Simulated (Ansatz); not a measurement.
# AgBr (Fm-3m) in Ansatz: notebook

The runs below take AgBr through single point, equation of state, with PBEsol.

Program: Ansatz 0.2.0. These are calculated values, not measurements. Logs are shortened: lines on timing, memory, paths and dates and some standing lists are left out, and cuts for length are marked.

### Step 1. The structure

The structure is cubic, space group Fm-3m (No. 225). Conventional cell: a = 5.740 Å, b = 5.740 Å, c = 5.740 Å, α = 90.00°, β = 90.00°, γ = 90.00°. Ag (site symmetry m-3m) has 6 Br at 2.87 Å as nearest neighbours. Br (site symmetry m-3m) has 6 Ag at 2.87 Å as nearest neighbours.

### Step 2. Single point, PBEsol, 22.22 Å³/atom (volume scaled by 0.94)

File input.yaml:

```yaml
crystal:
  lattice:
    - [0.0, 2.8115590699, 2.8115590699]
    - [2.8115590699, 0.0, 2.8115590699]
    - [2.8115590699, 2.8115590699, 0.0]
  atoms:
    - { symbol: Ag, position: [0.0, 0.0, 0.0] }
    - { symbol: Br, position: [0.5, 0.5, 0.5] }
hamiltonian:
  xc: pbesol
  pseudopotentials: { kind: paw }
kpoints:
  mp_grid: { grid: [8, 8, 8] }
scf:
  occupations: { method: fermi_dirac, width: 0.05 }
output:
  forces: true
  stress: true
  eigenvalues: true
```

Potentials or basis: Ansatz PAW.

Launch:

```console
> ansatz run input.yaml --threads 2 --pin off --max-ram 5120MiB --backend cpu --events-out ev --progress --plain --runs-dir out
```

The log of the run:

```text
Warning: RAYON_NUM_THREADS=2 ignored (pool sized by the plan → 2); use --threads N
Engine: ansatz 0.2.0, aarch64-unknown-linux-gnu
Pseudopotentials: kind: paw
Pseudopotential: Ag, paw, valence charge 19, recommended cutoff 420 eV (normal), Ag.paw.azcp
Pseudopotential: Br, paw, valence charge 7, recommended cutoff 420 eV (normal), Br.paw.azcp
Functional definition: PBEsol
  exchange = pbesol_x
  correlation = pbesol_c
Crystal: 2 atoms, lattice volume = 44.450 Å³
Basis set: ecut = 420 eV, 893 PW (Γ), exchange–correlation on 54×54×54 points (8 copies of the dense FFT grid, shifted against one another)
Bands: 17, of which v1, the nominal top of the filled ones, is band 13 counted from 1 (12 counted from 0)
Symmetry: 48 space group operations
Space group: Fm-3m (ITA 225), of the structure as read, at distance tolerance 3.5e-5 Å
k-points: 29 of 512
Non-local potential: Ag, projectors of the file, l = 0: 3, l = 1: 2, l = 2: 2, l = 3: 1
Non-local potential: Br, projectors of the file, l = 0: 2, l = 1: 2, l = 2: 2
PAW form: soft (Blöchl's): semilocal exchange-correlation on the pseudo side does not see the compensation charge
PAW frozen core: Ag, regenerated for the run's functional, and the local potential with it (the file was generated under x = pbe(κ = 0.804, μ = 0.2195149727645171), c = pbe(β = 0.06672455060314922))
PAW frozen core: Br, regenerated for the run's functional, and the local potential with it (the file was generated under x = pbe(κ = 0.804, μ = 0.2195149727645171), c = pbe(β = 0.06672455060314922))
PAW one-centre angular grid: Ag, 590 points (default); XC on 64 Gauss nodes
PAW one-centre angular grid: Br, 110 points (default); XC on 64 Gauss nodes
Initial density: superposition of atomic densities (neutral atoms: chi_scale 0, normalization atom), corrected by the library's trained network
Initial wavefunctions: pseudopotential atomic-orbital guess
Functional: x = pbesol(κ = 0.804, μ = 0.12345679012345678), c = pbesol(β = 0.046)
SCF iter   1: F=—  HF=-10259.249294 eV  |F-HF|=—  |Δ(HF+E_count)|=         —  Δρ=6.28e-3  dr2=1.73e-2  ethr=1.77e-3  ⟨swp⟩=5.2  Hψ=2382  notcnv=0
preconditioner: auto → none  [insulator: Δε(μ)=0.428 eV  Ē_g=10.749 eV  σ=0.050 eV  W_gap=0.94  n_scr=14 (ndim 8)  ℏωp=23.6 eV  f_vac=0.015  D(μ)=0.01/eV (n_scr^D=0)  ε∞_Penn≈5.8]
SCF iter   2: F=—  HF=-10259.246006 eV  |F-HF|=—  |Δ(HF+E_count)|=   3.29e-3  Δρ=2.49e-3  dr2=1.95e-3  ethr=6.67e-5  ⟨swp⟩=2.7  Hψ=1173  notcnv=0
SCF iter   3: F=—  HF=-10259.245514 eV  |F-HF|=—  |Δ(HF+E_count)|=   4.92e-4  Δρ=8.71e-4  dr2=2.40e-4  ethr=7.51e-6  ⟨swp⟩=2.2  Hψ=829  notcnv=0
SCF iter   4: F=—  HF=-10259.245476 eV  |F-HF|=—  |Δ(HF+E_count)|=   3.81e-5  Δρ=3.50e-4  dr2=2.73e-5  ethr=9.24e-7  ⟨swp⟩=2.3  Hψ=678  notcnv=0
SCF iter   5: F=—  HF=-10259.245495 eV  |F-HF|=—  |Δ(HF+E_count)|=   1.93e-5  Δρ=4.20e-5  dr2=3.95e-7  ethr=1.05e-7  ⟨swp⟩=1.6  Hψ=569  notcnv=0
SCF iter   6: F=-10259.245496 eV  HF=-10259.245496 eV  |F-HF|=9.91e-10  |Δ(HF+E_count)|=   1.36e-7  Δρ=2.29e-6  dr2=1.30e-9  ethr=3.85e-10  ⟨swp⟩=6.0  Hψ=2350  notcnv=0
SCF 1 converged in 6 iterations: F = -10259.245496 eV  dr2 = 1.30e-9
SCF converged after 6 iterations
Free energy (F): -10259.245496 eV
Harris-Foulkes:  -10259.245496 eV  (|F-HF|=9.91e-10)
Internal energy: -10259.245427 eV  (E = F + TS)
E sigma→0 (E₀):  -10259.245461 eV
Entropy (-TS):   -0.000068 eV (-0.034 meV/atom)
Fermi energy:    9.481738 eV
--- Per-component energies (eV) ---
  E_band       = -344.017981
  E_kinetic    = 662.107559
  E_local      = -3233.268417  (includes V_loc(G=0)·N_el)
  E_nonlocal   = 156.701471
  E_hartree    = 1417.273840
  E_xc         = -443.666191
  E_vxc        = -336.243393  (∫ρ·V_xc dr)
  E_paw        = -6040.780109  (= ΣΔE_a)
  E_vpaw       = -427.863865  (= ΣTr[D̂ρ^β])
  E_aug_tail   = 0.000304  (compensation charges beyond the density's cutoff)
  E_ewald      = -2778.028894
  E_core_change = 0.415009  (= ΣΔE_core)
  E_smearing   = -0.000068  (= −TS)
  E_closure    = -0.000000  (closes the sum)
  Σ components = -10259.245496   (vs F -10259.245496, Δ=0.00e0)
--- Forces (eV/Å), atoms counted from 1 ---
  atom   1  Ag    -0.00000000    -0.00000000     0.00000000
  atom   2  Br     0.00000000    -0.00000000     0.00000000
  max |Σ_I F_I| component: 1.35e-30 eV/Å
--- Stress (GPa, compression-positive) ---
        1.527709       0.000000       0.000000
       -0.000000       1.527709      -0.000000
       -0.000000      -0.000000       1.527709
  P = ⅓ Tr σ = 1.5277 GPa (15.277 kbar)
--- Band table (eV; the first three rows and the last of 29) ---
  k-point 0: bands = ["-81.1122", "-44.6651", "-44.6651", "-44.6651", "-6.3782", "6.0527", "6.0527", "6.0527", "6.0533", "6.0533", "6.9819", "6.9819", "6.9819", "9.6603", "18.9670", "18.9670", "18.9670"]
  k-point 1: bands = ["-81.1122", "-44.6654", "-44.6651", "-44.6651", "-6.3049", "5.6087", "5.6087", "5.6401", "6.1038", "6.1038", "6.6162", "7.5076", "7.5076", "10.5780", "17.5404", "18.6145", "18.6145"]
  k-point 2: bands = ["-81.1121", "-44.6663", "-44.6652", "-44.6652", "-6.1185", "4.5213", "5.0422", "5.0422", "6.2309", "6.2309", "6.5970", "8.2873", "8.2873", "11.9676", "16.1793", "17.2537", "17.2537"]
  k-point 28: bands = ["-81.1121", "-44.6667", "-44.6667", "-44.6660", "-5.7593", "4.4883", "4.7089", "4.7089", "6.5442", "6.5753", "6.6276", "6.6276", "7.4033", "12.9545", "16.1756", "16.6908", "16.6908"]
```

Run time: 0.86 s. Hardware: 2 threads of Arm Neoverse V1, shared host; peak memory 0.29 GiB.

Results:

- Free energy: -10259.2455 eV
- Pressure: 1.5 GPa
- Band gap on the k mesh: 0.50 eV, indirect (least direct gap 2.68 eV)

Caveat: the PAW data sets come from PBE, with cores solved anew for the run's functional, which leaves a small shift of forces and pressure.

### Step 3. Single point, PBEsol, 22.70 Å³/atom (volume scaled by 0.96)

Edit input.yaml of step 2 so:

```diff
@@ -2,5 +2,5 @@
   lattice:
-    - [0.0, 2.8115590699, 2.8115590699]
-    - [2.8115590699, 0.0, 2.8115590699]
-    - [2.8115590699, 2.8115590699, 0.0]
+    - [0.0, 2.8313594341, 2.8313594341]
+    - [2.8313594341, 0.0, 2.8313594341]
+    - [2.8313594341, 2.8313594341, 0.0]
   atoms:
```

Potentials or basis: Ansatz PAW.

Launch:

```console
> ansatz run input.yaml --threads 2 --pin off --max-ram 5120MiB --backend cpu --events-out ev --progress --plain --runs-dir out
```

It took 0.86 s on 2 threads of Arm Neoverse V1, shared host; peak memory 0.29 GiB.

It converged, with:

| Item | Value |
| --- | --- |
| Free energy | -10259.2509 eV |
| Pressure | 0.3 GPa |
| Band gap on the k mesh | 0.50 eV, indirect (least direct gap 2.60 eV) |

Caveat: the PAW data sets come from PBE, with cores solved anew for the run's functional, which leaves a small shift of forces and pressure.

### Step 4. Single point, PBEsol, 23.17 Å³/atom (volume scaled by 0.98)

Edit input.yaml of step 3 so:

```diff
@@ -2,5 +2,5 @@
   lattice:
-    - [0.0, 2.8313594341, 2.8313594341]
-    - [2.8313594341, 0.0, 2.8313594341]
-    - [2.8313594341, 2.8313594341, 0.0]
+    - [0.0, 2.8508866679, 2.8508866679]
+    - [2.8508866679, 0.0, 2.8508866679]
+    - [2.8508866679, 2.8508866679, 0.0]
   atoms:
@@ -19 +19,5 @@
   eigenvalues: true
+  write_density: true
+  write_potential: true
+  elf: true
+  volumetric_format: npy
```

Launch:

```console
> ansatz run input.yaml --threads 2 --pin off --max-ram 5120MiB --backend cpu --events-out ev --progress --plain --runs-dir out
```

It took 1.1 s on 2 threads of Arm Neoverse V1, shared host; peak memory 0.3 GiB.

Results (log left out):

```yaml
Free_energy: -10259.2496 eV
Pressure: -0.7 GPa
Band_gap_on_the_k_mesh: 0.50 eV, indirect (least direct gap 2.52 eV)
```

Caveat: the PAW data sets come from PBE, with cores solved anew for the run's functional, which leaves a small shift of forces and pressure.

### Step 5. Single point, PBEsol, 23.64 Å³/atom

File input.yaml:

```yaml
crystal:
  lattice:
    - [0.0, 2.87015, 2.87015]
    - [2.87015, 0.0, 2.87015]
    - [2.87015, 2.87015, 0.0]
  atoms:
    - { symbol: Ag, position: [0.0, 0.0, 0.0] }
    - { symbol: Br, position: [0.5, 0.5, 0.5] }
hamiltonian:
  xc: pbesol
  pseudopotentials: { kind: paw }
kpoints:
  mp_grid: { grid: [8, 8, 8] }
scf:
  occupations: { method: fermi_dirac, width: 0.05 }
output:
  forces: true
  stress: true
  eigenvalues: true
```

Launch:

```console
> ansatz run input.yaml --threads 2 --pin off --max-ram 5120MiB --backend cpu --events-out ev --progress --plain --runs-dir out
```

It took 0.89 s on 2 threads of Arm Neoverse V1, shared host; peak memory 0.3 GiB.

Results (log left out):

```
Free energy            : -10259.2425 eV
Pressure               : -1.7 GPa
Band gap on the k mesh : 0.50 eV, indirect (least direct gap 2.45 eV)
```

Caveat: the PAW data sets come from PBE, with cores solved anew for the run's functional, which leaves a small shift of forces and pressure.

### Step 6. Single point, PBEsol, 24.12 Å³/atom (volume scaled by 1.02)

Edit input.yaml of step 5 so:

```diff
@@ -2,5 +2,5 @@
   lattice:
-    - [0.0, 2.87015, 2.87015]
-    - [2.87015, 0.0, 2.87015]
-    - [2.87015, 2.87015, 0.0]
+    - [0.0, 2.8891581698, 2.8891581698]
+    - [2.8891581698, 0.0, 2.8891581698]
+    - [2.8891581698, 2.8891581698, 0.0]
   atoms:
@@ -19 +19,5 @@
   eigenvalues: true
+  write_density: true
+  write_potential: true
+  elf: true
+  volumetric_format: npy
```

Potentials or basis: Ansatz PAW.

Launch:

```console
> ansatz run input.yaml --threads 2 --pin off --max-ram 5120MiB --backend cpu --events-out ev --progress --plain --runs-dir out
```

It took 1.1 s on 2 threads of Arm Neoverse V1, shared host; peak memory 0.31 GiB.

It converged, with:

| Property | Result |
| --- | --- |
| Free energy | -10259.2303 eV |
| Pressure | -2.5 GPa |
| Band gap on the k mesh | 0.51 eV, indirect (least direct gap 2.39 eV) |

Caveat: the PAW data sets come from PBE, with cores solved anew for the run's functional, which leaves a small shift of forces and pressure.

### Step 7. Single point, PBEsol, 24.59 Å³/atom (volume scaled by 1.04)

Edit input.yaml of step 6 so:

```diff
@@ -2,5 +2,5 @@
   lattice:
-    - [0.0, 2.8891581698, 2.8891581698]
-    - [2.8891581698, 0.0, 2.8891581698]
-    - [2.8891581698, 2.8891581698, 0.0]
+    - [0.0, 2.9079194629, 2.9079194629]
+    - [2.9079194629, 0.0, 2.9079194629]
+    - [2.9079194629, 2.9079194629, 0.0]
   atoms:
```

Launch:

```console
> ansatz run input.yaml --threads 2 --pin off --max-ram 5120MiB --backend cpu --events-out ev --progress --plain --runs-dir out
```

It took 1.1 s on 2 threads of Arm Neoverse V1, shared host; peak memory 0.31 GiB.

The run converged. Its results:

* Free energy: -10259.2136 eV
* Pressure: -3.2 GPa
* Band gap on the k mesh: 0.52 eV, indirect (least direct gap 2.33 eV)

Caveat: the PAW data sets come from PBE, with cores solved anew for the run's functional, which leaves a small shift of forces and pressure.

### Step 8. Single point, PBEsol, 25.06 Å³/atom (volume scaled by 1.06)

File input.yaml:

```yaml
crystal:
  lattice:
    - [0.0, 2.9264417423, 2.9264417423]
    - [2.9264417423, 0.0, 2.9264417423]
    - [2.9264417423, 2.9264417423, 0.0]
  atoms:
    - { symbol: Ag, position: [0.0, 0.0, 0.0] }
    - { symbol: Br, position: [0.5, 0.5, 0.5] }
hamiltonian:
  xc: pbesol
  pseudopotentials: { kind: paw }
kpoints:
  mp_grid: { grid: [8, 8, 8] }
scf:
  occupations: { method: fermi_dirac, width: 0.05 }
output:
  forces: true
  stress: true
  eigenvalues: true
```

Launch:

```console
> ansatz run input.yaml --threads 2 --pin off --max-ram 5120MiB --backend cpu --events-out ev --progress --plain --runs-dir out
```

Run time: 0.93 s. Hardware: 2 threads of Arm Neoverse V1, shared host; peak memory 0.3 GiB.

It converged, with:

| Quantity | Value |
| --- | --- |
| Free energy | -10259.1931 eV |
| Pressure | -3.8 GPa |
| Band gap on the k mesh | 0.52 eV, indirect (least direct gap 2.27 eV) |

Caveat: the PAW data sets come from PBE, with cores solved anew for the run's functional, which leaves a small shift of forces and pressure.

### Step 9. Equation of state, PBEsol

Potentials or basis: Ansatz PAW.

No new run: the results of the series are fitted here.

What came out:

```
Equilibrium volume                      : 22.84 Å³/atom
Bulk modulus                            : 52 GPa
Pressure derivative of the bulk modulus : 5.4
```

Energy against volume, from the lowest point:
| volume (Å³/atom) | energy (meV/atom) |
| --- | --- |
| 22.225 | 2.70 |
| 22.698 | 0.00 |
| 23.171 | 0.63 |
| 23.644 | 4.19 |
| 24.116 | 10.29 |
| 24.589 | 18.63 |
| 25.062 | 28.91 |
